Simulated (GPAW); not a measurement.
Input of a GPAW 26.7.0 run:

File run.py:

```python
from ase import Atoms
from ase.dft.bandgap import bandgap
from ase.io import write
from ase.units import GPa
from gpaw import GPAW, PW

atoms = Atoms(['Bi', 'Bi', 'Te', 'Se', 'Se'],
              cell=[[2.121810561, 1.2250278986, 10.2464875018],
                    [-2.121810561, 1.2250278986, 10.2464875018],
                    [0.0, -2.4500557971, 10.2464875018]],
              scaled_positions=[[0.60320906, 0.60320906, 0.60320906],
                                [0.39348756, 0.39348756, 0.39348756],
                                [0.78504078, 0.78504078, 0.78504078],
                                [0.22068817, 0.22068817, 0.22068817],
                                [0.99757442, 0.99757442, 0.99757442]],
              pbc=True)

calc = GPAW(mode=PW(600),
            xc='LDA',
            kpts={'size': (5, 5, 5), 'gamma': True},
            occupations={'name': 'fermi-dirac', 'width': 0.05},
            nbands=39,
            convergence={'density': 1e-05, 'energy': 1e-05},
            maxiter=150,
            txt='gpaw.txt')
atoms.calc = calc
energy = atoms.get_potential_energy()
forces = atoms.get_forces()
stress = atoms.get_stress()
calc.write('gs.gpw')
write('result.traj', atoms)
print(f'Energy: {energy:.6f} eV')
print('Forces (eV/A):')
print(forces.round(4))
print('Stress (GPa):', (stress / GPa).round(3))
print('Fermi level:', round(calc.get_fermi_level(), 4), 'eV')
print(f'Gap: {bandgap(calc)[0]:.4f} eV, direct: {bandgap(calc, direct=True)[0]:.4f} eV')

path = atoms.cell.bandpath('GLB1,BZGX,QFP1Z,LP', npoints=80, eps=1e-4)
bs_calc = calc.fixed_density(kpts=path, symmetry='off', nbands=65,
                             convergence={'bands': 'CBM+6.0', 'eigenstates': 1e-6}, txt='bands.txt')
bs = bs_calc.band_structure()
bs.write('bs.json')
print(f'Gap on the path: {bandgap(bs_calc)[0]:.4f} eV')
```

Potentials or basis: the program's PAW data sets (release 1.2.1) made for this functional, pw.

Command:

```console
$ OMP_NUM_THREADS=1 python run.py
```

Question: Estimate the largest force.

Answer: 0.147 eV/Å.

Question: Predict the band gap along the path.

Answer: 0.48 eV, direct.

Question: Estimate the band gap on the k mesh.

Answer: 0.48 eV, direct.

Question: Predict the pressure.

Answer: -2.9 GPa.

Forces in eV/Å, atoms in the order of the input:
```
Bi   0.000  0.000  0.078
Bi   0.000  0.000 -0.048
Te   0.000  0.000 -0.147
Se   0.000  0.000  0.077
Se   0.000  0.000  0.041
```

Caveat: spin-orbit coupling is left out, which as a rule narrows the gap of such compounds by several tenths of an eV; the program warned that so skewed a cell can give wrong results. A hybrid or GW would open this gap; LDA tends to underestimate it.
